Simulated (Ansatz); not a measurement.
# Trial structures of Si2C: starts and ends

Level of theory: Ansatz, DFT PBE, scalar-relativistic, plane waves, PAW. All cells share a 420 eV cutoff and Γ-centred k meshes spaced at most about 0.3 Å⁻¹ (about 0.25 or finer for metals, 2π included). No spin polarisation in the final relaxations.

Each guess was relaxed in cell and atoms at zero pressure, within the symmetry of its start. Temperature and zero-point effects are left out. Coordination counts C atoms around Si (those within 1.25 times the shortest such distance or 1.15 times the sum of covalent radii, 1.27 where that leaves under three; a plus sign parts nearer from farther groups; the shortest distance is added where it exceeds 1.18 times the sum of covalent radii; a slash parts the counts of unlike sites). For orderings, «n of Z unlike» gives the unlike atoms among the Z nearest shared sites at the start, averaged over those sites.

```
guess                            made from  start group  V start (Å³/atom)  end group  V end (Å³/atom)  coordination at the end  gap on mesh (eV)  E over the lowest end (meV/atom)
    1  Si/C on hcp sites, 5.3 of 12 unlike         Cmcm               14.4       Cmcm             11.1                 Si 2/2+2                 0                               356
    2          Si/C ordered on a cell of C          P-1               14.4          ?                ?                        ?                 ?                                 ?
    3  Si/C on hcp sites, 2.0 of 12 unlike        P-3m1               14.4      P-3m1             13.7        Si 1 from 2.3 Å/3                 0                               283
    4  Si/C on hcp sites, 4.0 of 12 unlike        P-6m2               14.4      P-6m2             13.0      Si 2/3/6 from 3.5 Å                 0                                 0
    5  Si/C on hcp sites, 6.0 of 12 unlike        P-62m               14.4      P-62m             11.0        Si 4/6 from 3.0 Å                 0                               586
```

Guess 2 as it starts:

```cif
data_structure
_symmetry_space_group_name_H-M 'P 1'
_symmetry_Int_Tables_number 1
_cell_length_a 4.8418
_cell_length_b 4.8603
_cell_length_c 4.9420
_cell_angle_alpha 62.569
_cell_angle_beta 64.530
_cell_angle_gamma 60.126
_cell_volume 86.41
loop_
_atom_site_label
_atom_site_type_symbol
_atom_site_fract_x
_atom_site_fract_y
_atom_site_fract_z
_atom_site_occupancy
Si1 Si 0.33379 0.49997 0.50009 1
Si2 Si 0.00045 0.16664 0.50009 1
Si3 Si 0.66621 0.50003 0.49990 1
Si4 Si 0.99955 0.83337 0.49990 1
C1 C 0.66712 0.83330 0.50009 1
C2 C 0.33288 0.16670 0.49990 1
```

Q: Fill in the missing row: what does this guess relax into, and where does it rank?

A: It ends in space group Immm (No. 71), with a = 3.848 Å, b = 5.766 Å, c = 8.998 Å, 16.6 Å³/atom and a gap of 0.06 eV. It lies 55 meV/atom over the lowest end, above guess 4 and below guess 3. Counting C atoms around Si, this end has Si 1 and the lowest (guess 4) has Si 2/3/6 from 3.5 Å. This end holds Si–Si nets (shortest 2.35 Å) and C–C pairs (shortest 1.38 Å); the lowest (guess 4) holds Si–Si units of three or more atoms (shortest 2.38 Å).

Space group Immm (No. 71). a = 3.848 Å, b = 5.766 Å, c = 8.998 Å, α = 90.00°, β = 90.00°, γ = 90.00°
```json
{"atom": "Si", "site": "8l", "symmetry": "m..", "x": "0.5000", "y": "0.7961", "z": "0.8218"}
{"atom": "C", "site": "4h", "symmetry": "m2m", "x": "0.5000", "y": "0.3807", "z": "0.0000"}
```

Formation energies are uncorrected and refer to the elements' standard structures at the same level.

Q: Is the lowest end bound against the elements?

A: No: its formation energy is +0.24 eV/atom. It can't be a ground state, since the elements alone are lower.

No dispersion correction is applied, so the spacing and binding between layers, chains or molecules are poorly described (P-3m1), and this can change margins and order among such cells. The reference form of C is held partly by dispersion forces, which this level lacks. Cells relaxed within their symmetry can be saddle points. A lower structure may well exist outside this small set. Some structure types and database cells were kept out of the candidates from the start, so a known form may be missing.

The Immm end has the clearest bonding picture. Its coordinates give fourfold silicon, bound to one carbon and otherwise to silicon, and trigonal carbon in pairs whose 1.38 Å length points to a C=C double bond. All valences are then formally satisfied, which fits the opening of a small gap, though 0.06 eV is too little to settle whether the phase is a semiconductor. Yet it lies 55 meV/atom above a gapless end, so satisfied valences alone don't set the order. Neither do density or the initial degree of Si/C mixing, as the energy varies monotonically with neither.

The positive formation energy fits the known chemistry, in which silicon carbide is the established solid compound. Its tetrahedral network gives every atom strong, polar Si–C bonds, whereas the excess silicon here must form weaker Si–Si contacts. Because silicon carbide is itself bound against the elements, decomposition into it and silicon should release more than the +0.24 eV/atom suggests. Whether any of these structures could persist as a metastable phase remains open.
